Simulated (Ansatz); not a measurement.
# MnSi (Pm-3m) in Ansatz: reference runs

Reference runs on MnSi: the cell as given and a disturbed copy.

Everything below comes from runs of Ansatz 0.2.0. Logs are shortened: lines on timing, memory, paths and dates and some standing lists are left out, and cuts for length are marked.

## Step 1: The structure

It takes space group Pm-3m (No. 221, cubic). Conventional cell: a = 3.072 Å, b = 3.072 Å, c = 3.072 Å, α = 90.00°, β = 90.00°, γ = 90.00°. Mn (site symmetry m-3m) has 8 Si at 2.66 Å as nearest neighbours. Si (site symmetry m-3m) is surrounded by 8 Mn at 2.66 Å.

The cell was built by a generator and needn't be a form met in nature.

## Step 2: Single point, PBE, collinear spin, ferromagnetic start

Contents of input.yaml:

```yaml
crystal:
  lattice:
    - [3.07218072, 0.0, 0.0]
    - [0.0, 3.07218072, 0.0]
    - [0.0, 0.0, 3.07218072]
  atoms:
    - { symbol: Mn, position: [0.0, 0.0, 0.0], spin: 4.0 }
    - { symbol: Si, position: [0.5, 0.5, 0.5] }
kpoints:
  mp_grid: { grid: [9, 9, 9] }
scf:
  occupations: { method: fermi_dirac, width: 0.05 }
hamiltonian:
  xc: pbe
  pseudopotentials: { kind: all_electron, lapw: { basis_error: 0.001 } }
magnetization:
  spin_polarized: true
output:
  forces: true
  stress: true
  eigenvalues: true
  populations: true
```

Potentials or basis: all-electron LAPW, scalar-relativistic.

Run with:

```
ansatz run input.yaml --threads 2 --pin off --max-ram 6144MiB --backend cpu --events-out ev --progress --plain --runs-dir out
```

Log:

```text
Warning: RAYON_NUM_THREADS=2 ignored (pool sized by the plan → 2); use --threads N
Mn: projections on atomic orbitals take those of the free atom 1s2 2s2 2p6 3s2 3p6 3d5 4s2, of charge +0.00 (hamiltonian.pseudopotentials.projection_atoms)
Si: projections on atomic orbitals take those of the free atom 1s2 2s2 2p6 3s2 3p2, of charge +0.00 (hamiltonian.pseudopotentials.projection_atoms)
LAPW: plane waves up to 7.370 Å⁻¹, error target 1.0e-3 eV per atom; small_component_spin mean_spin; Si in spheres of 1.198 Å, 12 of its electrons in bands, Dirac shells []; Mn in spheres of 1.463 Å, 15 of its electrons in bands, Dirac shells [] (how accurate: hamiltonian.pseudopotentials.lapw.basis_error, Limitations)
Engine: ansatz 0.2.0, aarch64-unknown-linux-gnu
Pseudopotentials: kind: all_electron
Pseudopotential: Mn, LAPW, valence charge 15, lapw/all_electron/scalar/gaussian/Mn, Koelling and Harmon's equation, gaussian nucleus
Pseudopotential: Si, LAPW, valence charge 12, lapw/all_electron/scalar/gaussian/Si, Koelling and Harmon's equation, gaussian nucleus
Functional definition: PBE
  parameter kappa = 0.804
  parameter beta = 0.06672455060314922
  exchange = pbe_x(kappa = kappa, mu = beta*pi^2/3)
  correlation = pbe_c(beta = beta)
Crystal: 2 atoms, lattice volume = 28.996 Å³
Basis set: ecut = 206.9403816492729 eV, 179 PW (Γ), exchange–correlation at level 2
Bands: 20, of which v1, the nominal top of the filled ones, is band 14 counted from 1 (13 counted from 0)
Symmetry: 48 space group operations
Space group: Pm-3m (ITA 221), of the structure as read, at distance tolerance 3.1e-5 Å
Magnetic group: BNS 221.92 (UNI 1594), of the structure as read, at distance tolerance 3.1e-5 Å
k-points: 35 of 729
Non-local potential: Mn, projectors of the file, none
Non-local potential: Si, projectors of the file, none
Initial density: superposition of atomic densities (chi_scale 0.1, normalization cell)
Starting moments: Σ|m| = 4 μB on 1 of 2 sites
Initial wavefunctions: plane waves of lowest kinetic energy (no species holds an atomic orbital)
Functional: x = pbe(κ = 0.804, μ = 0.2195149727645171), c = pbe(β = 0.06672455060314922)
iter 1 solved again at ethr=6.44e-4 eV; its pass at ethr=1.00e-1 eV (dr2=1.74e-1 eV) is discarded
SCF iter   1: F=—  HF=-39420.283876 eV  |F-HF|=—  |Δ(HF+E_count)|=         —  Δρ=3.14e-2 (↑2.55e-2 ↓3.14e-2)  dr2=1.74e-1  dr2_m=1.93e-1  M=2.679 μB ∫|m|=2.977 μB  β_m=0.30  ethr=6.44e-4  ⟨swp⟩=2.6  Hψ=9320  notcnv=0
Mixer restart at iter 1: flushing history
preconditioner: auto → none  [metal: Δε(μ)=0.090 eV  Ē_g=8.487 eV  σ=0.050 eV  W_gap=0.36  n_scr=6 (ndim 8)  ℏωp=22.9 eV  f_vac=0.000  D(μ)=2.41/eV (n_scr^D=26)  sad-step TF]
SCF iter   2: F=—  HF=-39420.261527 eV  |F-HF|=—  |Δ(HF+E_count)|=   2.23e-2  Δρ=2.34e-2 (↑1.99e-2 ↓2.34e-2)  dr2=7.96e-2  dr2_m=1.14e-1  M=2.596 μB ∫|m|=2.911 μB  β_m=0.65  ethr=6.43e-4  ⟨swp⟩=2.0  Hψ=4089  notcnv=0
SCF iter   3: F=—  HF=-39420.407408 eV  |F-HF|=—  |Δ(HF+E_count)|=         —  Δρ=1.30e-2 (↑1.30e-2 ↓6.67e-3)  dr2=1.77e-1  dr2_m=5.26e-3  M=2.546 μB ∫|m|=2.942 μB  β_m=0.65  ethr=2.95e-4  ⟨swp⟩=3.0  Hψ=4284  notcnv=0
Mixer restart at iter 3: flushing history
SCF iter   4: F=—  HF=-39421.045036 eV  |F-HF|=—  |Δ(HF+E_count)|=   6.38e-1  Δρ=4.57e-2 (↑4.57e-2 ↓2.40e-2)  dr2=5.02e-1  dr2_m=2.83e-1  M=1.182 μB ∫|m|=1.583 μB  β_m=0.30  ethr=2.95e-4  ⟨swp⟩=3.1  Hψ=4885  notcnv=0  recentre
iter 5 solved again at ethr=1.98e-5 eV; its pass at ethr=2.95e-4 eV (dr2=5.35e-3 eV) is discarded
SCF iter   5: F=—  HF=-39420.195354 eV  |F-HF|=—  |Δ(HF+E_count)|=   8.50e-1  Δρ=5.41e-3 (↑5.41e-3 ↓3.37e-3)  dr2=5.36e-3  dr2_m=4.72e-3  M=2.511 μB ∫|m|=2.877 μB  β_m=0.31  ethr=1.98e-5  ⟨swp⟩=2.0  Hψ=7283  notcnv=0
[...]
SCF 1 converged in 14 iterations: F = -39420.183135 eV  dr2 = 3.63e-9
[...]
SCF iter   4: F=—  HF=-39420.187987 eV  |F-HF|=—  |Δ(HF+E_count)|=   8.85e-4  Δρ=3.37e-5 (↑3.37e-5 ↓2.49e-5)  dr2=1.68e-6  dr2_m=2.41e-8  M=0.977 μB ∫|m|=1.259 μB  ethr=6.21e-9  ⟨swp⟩=2.7  Hψ=6551  notcnv=0
SCF iter   5: F=-39420.187987 eV  HF=-39420.187987 eV  |F-HF|=4.54e-9  |Δ(HF+E_count)|=   4.11e-7  Δρ=2.15e-6 (↑2.15e-6 ↓1.11e-6)  dr2=3.19e-9  dr2_m=2.58e-10  M=0.977 μB ∫|m|=1.259 μB  ethr=1.75e-8  ⟨swp⟩=2.0  Hψ=3692  notcnv=0
this SCF's setup event announced max_iter 8: a cap that the engine derives, which gives way to 186 iterations because this look along open shells stands lower than the state that it set out from. From here on the SCF can send more iterations than it announced.
iter 6 did not close the SCF: its close was put off for a basis of augmented plane waves that was refined there (scf_convergence_deferred on its scf_iter line)
SCF iter   6: F=-39420.187987 eV  HF=-39420.187987 eV  |F-HF|=5.91e-9  |Δ(HF+E_count)|=   2.16e-9  Δρ=2.21e-6 (↑2.21e-6 ↓1.16e-6)  dr2=3.55e-9  dr2_m=2.66e-10  M=0.977 μB ∫|m|=1.259 μB  ethr=1.18e-11  ⟨swp⟩=3.8  Hψ=4846  notcnv=0
SCF iter   7: F=—  HF=-39420.188506 eV  |F-HF|=—  |Δ(HF+E_count)|=         —  Δρ=1.37e-6 (↑1.14e-6 ↓1.37e-6)  dr2=1.77e-9  dr2_m=1.79e-10  M=0.977 μB ∫|m|=1.259 μB  ethr=4.50e-11  ⟨swp⟩=2.0  Hψ=3694  notcnv=0
the basis was enlarged: its passes take 1.6 MiB over the memory plan, 2 of 2 planned eigensolver slots
SCF iter   8: F=—  HF=-39420.188518 eV  |F-HF|=—  |Δ(HF+E_count)|=   1.18e-5  Δρ=7.48e-6 (↑5.68e-6 ↓7.48e-6)  dr2=8.18e-8  dr2_m=7.49e-10  M=0.976 μB ∫|m|=1.258 μB  ethr=2.34e-8  ⟨swp⟩=2.0  Hψ=3692  notcnv=0
SCF iter   9: F=-39420.188518 eV  HF=-39420.188518 eV  |F-HF|=2.05e-8  |Δ(HF+E_count)|=   6.41e-8  Δρ=1.56e-6 (↑1.31e-6 ↓1.56e-6)  dr2=3.85e-9  dr2_m=2.45e-11  M=0.976 μB ∫|m|=1.258 μB  ethr=2.21e-9  ⟨swp⟩=2.0  Hψ=3692  notcnv=0
SCF iter  10: F=-39420.188518 eV  HF=-39420.188518 eV  |F-HF|=2.25e-8  |Δ(HF+E_count)|=  7.28e-11  Δρ=1.59e-6 (↑1.37e-6 ↓1.59e-6)  dr2=4.05e-9  dr2_m=2.62e-11  M=0.976 μB ∫|m|=1.258 μB  ethr=1.43e-11  ⟨swp⟩=3.1  Hψ=4132  notcnv=0
SCF 2 converged in 10 iterations: F = -39420.188518 eV  dr2 = 4.05e-9
iter 1 solved again at ethr=1.54e-11 eV; its pass at ethr=1.00e-1 eV (dr2=4.15e-9 eV) is discarded
SCF iter   1: F=—  HF=-39420.188518 eV  |F-HF|=—  |Δ(HF+E_count)|=         —  Δρ=1.59e-6 (↑1.36e-6 ↓1.59e-6)  dr2=4.05e-9  dr2_m=2.62e-11  M=0.976 μB ∫|m|=1.258 μB  β_m=0.30  ethr=1.54e-11  ⟨swp⟩=7.3  Hψ=8481  notcnv=0  reapply=5
the basis was enlarged: its passes take 1.6 MiB over the memory plan, 2 of 2 planned eigensolver slots
preconditioner: auto → none  [metal: Δε(μ)=0.048 eV  Ē_g=8.184 eV  σ=0.050 eV  W_gap=0.24  n_scr=6 (ndim 8)  ℏωp=22.9 eV  f_vac=0.000  D(μ)=2.28/eV (n_scr^D=26)]
SCF iter   2: F=-39420.188518 eV  HF=-39420.188518 eV  |F-HF|=5.97e-8  |Δ(HF+E_count)|=   4.58e-9  Δρ=2.35e-6 (↑2.22e-6 ↓2.35e-6)  dr2=1.03e-8  dr2_m=3.94e-11  M=0.976 μB ∫|m|=1.258 μB  ethr=1.50e-11  ⟨swp⟩=2.6  Hψ=3752  notcnv=0
SCF 3 converged in 2 iterations: F = -39420.188518 eV  dr2 = 1.03e-8
iter 1 solved again at ethr=3.81e-11 eV; its pass at ethr=3.70e-6 eV (dr2=1.03e-8 eV) is discarded
SCF iter   1: F=—  HF=-39420.188518 eV  |F-HF|=—  |Δ(HF+E_count)|=         —  Δρ=2.35e-6 (↑2.22e-6 ↓2.35e-6)  dr2=1.03e-8  dr2_m=3.94e-11  M=0.976 μB ∫|m|=1.258 μB  ethr=3.81e-11  ⟨swp⟩=2.5  Hψ=7251  notcnv=0
the basis was enlarged: its passes take 1.6 MiB over the memory plan, 2 of 2 planned eigensolver slots
SCF iter   2: F=—  HF=-39420.451127 eV  |F-HF|=—  |Δ(HF+E_count)|=   2.63e-1  Δρ=1.55e-2 (↑1.55e-2 ↓1.01e-2)  dr2=2.87e-1  dr2_m=6.40e-3  M=2.341 μB ∫|m|=2.734 μB  ethr=3.70e-6  ⟨swp⟩=3.9  Hψ=4953  notcnv=0
SCF iter   3: F=—  HF=-39420.186888 eV  |F-HF|=—  |Δ(HF+E_count)|=   2.64e-1  Δρ=1.97e-3 (↑1.97e-3 ↓1.52e-3)  dr2=5.22e-3  dr2_m=8.49e-5  M=2.529 μB ∫|m|=2.889 μB  ethr=3.70e-6  ⟨swp⟩=3.7  Hψ=4675  notcnv=0
iter 4 solved again at ethr=1.11e-7 eV; its pass at ethr=3.70e-6 eV (dr2=3.01e-5 eV) is discarded
SCF iter   4: F=—  HF=-39420.183201 eV  |F-HF|=—  |Δ(HF+E_count)|=   3.69e-3  Δρ=1.74e-4 (↑1.74e-4 ↓9.71e-5)  dr2=3.01e-5  dr2_m=8.79e-7  M=2.517 μB ∫|m|=2.881 μB  ethr=1.11e-7  ⟨swp⟩=2.0  Hψ=6469  notcnv=0
an SCF towards Hund's moment on open shells that bore less, with the run's symmetry operations kept, reached no lower state that the run goes on to. This is no proof of a minimum
SCF converged after 2 iterations
Magnetization: 0.9759 μB (13.9880 up, 13.0120 down)
Absolute magnetization: 1.2582 μB (∫|ρ↑−ρ↓|)
Spin contamination: 0.0402 ħ² per cell (⟨S²⟩ above its minimum at these occupations)
Per-site moments (μB) at R_I (Å): [(1.1166429538297535, 1.4625965460776562), (-0.09948166227610145, 1.1979899628132826)]
Free energy (F): -39420.188518 eV
Harris-Foulkes:  -39420.188518 eV  (|F-HF|=5.97e-8)
Internal energy: -39420.169571 eV  (E = F + TS)
E sigma→0 (E₀):  -39420.179044 eV
Entropy (-TS):   -0.018947 eV (-9.474 meV/atom)
Fermi energy:    13.369557 eV
--- Per-component energies (eV) ---
  E_band       = -931.359192
  E_kinetic    = 39825.570708
  E_xc         = -1989.327253
  E_electrostatic = -77256.413026  (all electrons and nuclei)
  E_smearing   = -0.018947  (= −TS)
  E_closure    = 0.000000  (closes the sum)
  E_atoms      = -39405.593203  (free atoms, spherical and without spin; not in F)
  Σ components = -39420.188518   (vs F -39420.188518, Δ=0.00e0)
  Basis errors (estimates in eV, not in F): energy 3.0e-4 per atom: plane waves 2.6e-4 (1.3e-4 summed), levels above the bands 2.0e-78, relativity 4.5e-9, radial functions 3.9e-5, core shells 2.7e-9; eigenvalues (radial functions only) 2.1e-6; not estimated: angular momenta, meshes, grids; target (lapw.basis_error) 1.0e-3; muffin-tin radii Si 1.198 Å, Mn 1.463 Å
--- Forces (eV/Å), atoms counted from 1 ---
  atom   1  Mn    -0.00000000     0.00000000     0.00000000
  atom   2  Si     0.00000000    -0.00000000     0.00000000
  max |Σ_I F_I| component: 3.04e-31 eV/Å
--- Stress (GPa, compression-positive) ---
      -30.644094       0.000000       0.000000
        0.000000     -30.644094       0.000000
        0.000000       0.000000     -30.644094
  P = ⅓ Tr σ = -30.6441 GPa (-306.441 kbar)
--- Band table (eV; the first three rows and the last of 70) ---
  k-point 0 ↑: bands = ["-121.2398", "-77.2901", "-77.2901", "-77.2901", "-66.1678", "-34.9011", "-34.9011", "-34.9011", "1.9147", "11.1002", "11.1002", "12.7696", "12.7696", "12.7696", "16.0112", "16.0112", "16.0112", "20.9952", "20.9952", "21.8642"]
  k-point 1 ↑: bands = ["-121.2398", "-77.2902", "-77.2901", "-77.2901", "-66.1675", "-34.9063", "-34.9007", "-34.9007", "2.1051", "10.9484", "11.1615", "12.5876", "12.5876", "12.7831", "15.0506", "16.3589", "16.3589", "20.9314", "21.4690", "22.9911"]
  k-point 2 ↑: bands = ["-121.2398", "-77.2904", "-77.2901", "-77.2901", "-66.1665", "-34.9195", "-34.8995", "-34.8995", "2.6657", "10.1661", "11.3230", "12.2177", "12.2177", "12.8175", "13.9684", "17.2291", "17.2291", "20.7542", "21.8179", "25.8166"]
  k-point 34 ↓: bands = ["-121.2640", "-77.3208", "-77.3208", "-77.3208", "-64.9790", "-33.7819", "-33.7818", "-33.7818", "8.5642", "9.5753", "9.5753", "11.2701", "14.1401", "14.1401", "14.7576", "15.7916", "15.7916", "17.8328", "17.8328", "18.2624"]
--- Löwdin populations: 2 sites ---
  site symbol       q [e]    m [muB]
     0     Mn     24.5533     1.1600
     1     Si     14.2464    -0.1839
  spilling = 0.005136 (of n_electrons = 39.000000)
```

Wall time 48 s (2 threads of Arm Neoverse V1, shared host); peak memory 0.4 GiB.

What came out:

| Item | Value |
| --- | --- |
| Free energy | -39420.1885 eV |
| Pressure | -30.6 GPa |
| Band gap on the k mesh | none (metal or under the smearing width) |
| Net moment | 0.98 μB per cell |
| Absolute moment | 1.26 μB per cell |
| Site moments | Mn +1.12; Si -0.10 μB |
| Loewdin charges | Mn +0.45; Si -0.25 e |

Caveat: the atomic charges don't sum to the cell's charge; a pressure of tens of GPa on the cell as given is suspect, and the run, the potentials or the cell itself is likely at fault; the moment fell far below its start of 4 μB, so a state of higher moment may lie lower in energy.

## Step 3: Equation of state, PBE, collinear spin, ferromagnetic start

Potentials or basis: all-electron LAPW, scalar-relativistic.

No new run: the results of the series are fitted here.

Results:

```
Equilibrium volume : outside the volumes run
```

Energy against volume, from the lowest point:
| volume (Å³/atom) | energy (meV/atom) |
| --- | --- |
| 13.628 | 0.00 |
| 13.918 | 51.40 |
| 14.208 | 104.69 |
| 14.498 | 159.46 |
| 14.788 | 194.93 |
| 15.078 | 229.27 |
| 15.368 | 264.78 |

## Step 4: Single point, PBE, collinear spin, ferromagnetic start (atoms moved at random, drawn with an rms of 0.05 Å)

input.yaml, as its differences from that of step 2:

```diff
@@ -6,4 +6,4 @@
   atoms:
-    - { symbol: Mn, position: [0.0, 0.0, 0.0], spin: 4.0 }
-    - { symbol: Si, position: [0.5, 0.5, 0.5] }
+    - { symbol: Mn, position: [-0.007397, 0.000749, 0.007781], spin: 4.0 }
+    - { symbol: Si, position: [0.482753, 0.492536, 0.49839] }
 kpoints:
```

Potentials or basis: all-electron LAPW, scalar-relativistic.

Run with:

```
ansatz run input.yaml --threads 2 --pin off --max-ram 6144MiB --backend cpu --events-out ev --progress --plain --runs-dir out
```

Log:

```text
Warning: RAYON_NUM_THREADS=2 ignored (pool sized by the plan → 2); use --threads N
Mn: projections on atomic orbitals take those of the free atom 1s2 2s2 2p6 3s2 3p6 3d5 4s2, of charge +0.00 (hamiltonian.pseudopotentials.projection_atoms)
Si: projections on atomic orbitals take those of the free atom 1s2 2s2 2p6 3s2 3p2, of charge +0.00 (hamiltonian.pseudopotentials.projection_atoms)
LAPW: plane waves up to 7.553 Å⁻¹, error target 1.0e-3 eV per atom; small_component_spin mean_spin; Si in spheres of 1.179 Å, 12 of its electrons in bands, Dirac shells []; Mn in spheres of 1.433 Å, 15 of its electrons in bands, Dirac shells [] (how accurate: hamiltonian.pseudopotentials.lapw.basis_error, Limitations)
[... 9 set-up lines as earlier in the session ...]
Crystal: 2 atoms, lattice volume = 28.996 Å³
Basis set: ecut = 217.3695696970182 eV, 203 PW (Γ), exchange–correlation at level 2
Bands: 20, of which v1, the nominal top of the filled ones, is band 14 counted from 1 (13 counted from 0)
Symmetry: 1 space group operations
Space group: P1 (ITA 1), of the structure as read, at distance tolerance 3.1e-5 Å
Magnetic group: BNS 1.1 (UNI 1), of the structure as read, at distance tolerance 3.1e-5 Å
k-points: 365 of 729 (time reversal used)
[... 3 set-up lines as earlier in the session ...]
[... 51 lines left out ...]
SCF iter   1: F=—  HF=-39420.187583 eV  |F-HF|=—  |Δ(HF+E_count)|=         —  Δρ=1.33e-6 (↑1.33e-6 ↓1.17e-6)  dr2=1.35e-9  dr2_m=1.66e-10  M=0.973 μB ∫|m|=1.256 μB  ethr=5.00e-12  ⟨swp⟩=2.0  Hψ=71857  notcnv=0
the basis was enlarged: its passes take 1.6 MiB over the memory plan, 2 of 2 planned eigensolver slots
SCF iter   2: F=—  HF=-39420.425723 eV  |F-HF|=—  |Δ(HF+E_count)|=   2.38e-1  Δρ=1.54e-2 (↑1.54e-2 ↓9.87e-3)  dr2=2.81e-1  dr2_m=5.84e-3  M=2.359 μB ∫|m|=2.749 μB  ethr=3.70e-6  ⟨swp⟩=4.0  Hψ=52214  notcnv=0  defer=11
SCF iter   3: F=—  HF=-39420.186244 eV  |F-HF|=—  |Δ(HF+E_count)|=   2.39e-1  Δρ=3.90e-3 (↑1.38e-3 ↓3.90e-3)  dr2=9.01e-3  dr2_m=1.13e-3  M=2.562 μB ∫|m|=2.959 μB  ethr=3.70e-6  ⟨swp⟩=3.5  Hψ=50018  notcnv=0
iter 4 solved again at ethr=1.07e-7 eV; its pass at ethr=3.70e-6 eV (dr2=2.90e-5 eV) is discarded
SCF iter   4: F=—  HF=-39420.181329 eV  |F-HF|=—  |Δ(HF+E_count)|=   4.91e-3  Δρ=2.63e-4 (↑5.70e-5 ↓2.63e-4)  dr2=2.90e-5  dr2_m=5.40e-6  M=2.521 μB ∫|m|=2.888 μB  ethr=1.07e-7  ⟨swp⟩=2.0  Hψ=68091  notcnv=0
an SCF towards Hund's moment on open shells that bore less, with the run's symmetry operations kept, reached no lower state that the run goes on to. This is no proof of a minimum
SCF converged after 2 iterations
Magnetization: 0.9732 μB (13.9866 up, 13.0134 down)
Absolute magnetization: 1.2558 μB (∫|ρ↑−ρ↓|)
Spin contamination: 0.0402 ħ² per cell (⟨S²⟩ above its minimum at these occupations)
Per-site moments (μB) at R_I (Å): [(1.1142299588930147, 1.4325583787635454), (-0.09668265655352837, 1.1793348786842643)]
Free energy (F): -39420.187583 eV
Harris-Foulkes:  -39420.187583 eV  (|F-HF|=6.60e-9)
Internal energy: -39420.168625 eV  (E = F + TS)
E sigma→0 (E₀):  -39420.178104 eV
Entropy (-TS):   -0.018958 eV (-9.479 meV/atom)
Fermi energy:    13.368206 eV
--- Per-component energies (eV) ---
  E_band       = -931.363295
  E_kinetic    = 39825.588746
  E_xc         = -1989.333490
  E_electrostatic = -77256.423881  (all electrons and nuclei)
  E_smearing   = -0.018958  (= −TS)
  E_closure    = 0.000000  (closes the sum)
  E_atoms      = -39405.593203  (free atoms, spherical and without spin; not in F)
  Σ components = -39420.187583   (vs F -39420.187583, Δ=0.00e0)
  Basis errors (estimates in eV, not in F): energy 3.1e-4 per atom: plane waves 2.7e-4 (1.5e-4 summed), levels above the bands 2.1e-78, relativity 7.4e-9, radial functions 3.7e-5, core shells 2.2e-9; eigenvalues (radial functions only) 1.5e-6; not estimated: angular momenta, meshes, grids; target (lapw.basis_error) 1.0e-3; muffin-tin radii Si 1.179 Å, Mn 1.433 Å
--- Forces (eV/Å), atoms counted from 1 ---
  atom   1  Mn    -0.02371820    -0.01984434    -0.02263586
  atom   2  Si     0.02371805     0.01984422     0.02263571
  max |Σ_I F_I| component: 1.56e-7 eV/Å
--- Stress (GPa, compression-positive) ---
      -30.575032       0.074956       0.085586
        0.074956     -30.564506       0.071507
        0.085586       0.071507     -30.571890
  P = ⅓ Tr σ = -30.5705 GPa (-305.705 kbar)
--- Band table (eV; the first three rows and the last of 730) ---
  k-point 0 ↑: bands = ["-121.2387", "-77.2890", "-77.2889", "-77.2889", "-66.1665", "-34.9020", "-34.9013", "-34.8964", "1.9146", "11.0974", "11.0975", "12.7679", "12.7682", "12.7702", "16.0159", "16.0166", "16.0176", "20.9925", "20.9936", "21.8562"]
  k-point 1 ↑: bands = ["-121.2387", "-77.2890", "-77.2889", "-77.2889", "-66.1661", "-34.9060", "-34.9011", "-34.8969", "2.1050", "10.9457", "11.1588", "12.5864", "12.5874", "12.7832", "15.0533", "16.3632", "16.3661", "20.9295", "21.4650", "22.9845"]
  k-point 2 ↑: bands = ["-121.2387", "-77.2892", "-77.2889", "-77.2888", "-66.1652", "-34.9187", "-34.9001", "-34.8963", "2.6655", "10.1641", "11.3206", "12.2171", "12.2188", "12.8175", "13.9696", "17.2317", "17.2344", "20.7525", "21.8126", "25.8006"]
  k-point 364 ↓: bands = ["-121.2629", "-77.3197", "-77.3191", "-77.3190", "-64.9859", "-33.7921", "-33.7487", "-33.7477", "4.7492", "7.5740", "12.0822", "12.4071", "12.7886", "13.8978", "14.5329", "18.1183", "18.3540", "21.1946", "21.4988", "22.9038"]
--- Löwdin populations: 2 sites ---
  site symbol       q [e]    m [muB]
     0     Mn     24.5537     1.1574
     1     Si     14.2460    -0.1840
  spilling = 0.005135 (of n_electrons = 39.000000)
```

Run time: 7.9 min. Hardware: 2 threads of Arm Neoverse V1, shared host; peak memory 1.6 GiB.

What came out:

- Free energy: -39420.1876 eV
- Pressure: -30.6 GPa
- Largest force: 0.038 eV/Å
- Band gap on the k mesh: none (metal or under the smearing width)
- Net moment: 0.97 μB per cell
- Absolute moment: 1.26 μB per cell
- Site moments: Mn +1.11; Si -0.10 μB
- Loewdin charges: Mn +0.45; Si -0.25 e

Forces on the atoms (eV/Å):
```
Mn  -0.024 -0.020 -0.023
Si   0.024  0.020  0.023
```

Stress tensor (GPa, compression positive):
```
-30.58   0.07   0.09
  0.07 -30.56   0.07
  0.09   0.07 -30.57
```

Caveat: the atomic charges don't sum to the cell's charge; the cell as given lies far from equilibrium; the moment fell far below its start of 4 μB, so a state of higher moment may lie lower in energy.

## Step 5: The runs side by side

| task | cell | cutoff (eV) | basis error allowed | gap on the mesh (eV) | pressure (GPa) | moment (μB) |
| --- | --- | --- | --- | --- | --- | --- |
| single point | as given | 207 | 0.001 eV/atom | none | -30.6 | 0.98 |
| equation of state | as given | - | 0.0005 eV/atom | - | - | - |
| single point | atoms moved at random, drawn with an rms of 0.05 Å | 217 | 0.001 eV/atom | none | -30.6 | 0.97 |

Alike in all rows: level PBE; potentials or basis all-electron LAPW, scalar-relativistic; spin collinear, ferromagnetic start; k mesh 9 × 9 × 9; smearing fermi-dirac 0.05 eV.

Caveats: the moment fell far below its start of 4 μB, so a state of higher moment may lie lower in energy (some runs); a pressure of tens of GPa on the cell as given is suspect, and the run, the potentials or the cell itself is likely at fault (some runs); the cell as given lies far from equilibrium (some runs).

Compare energies only between runs with the same functional and basis.
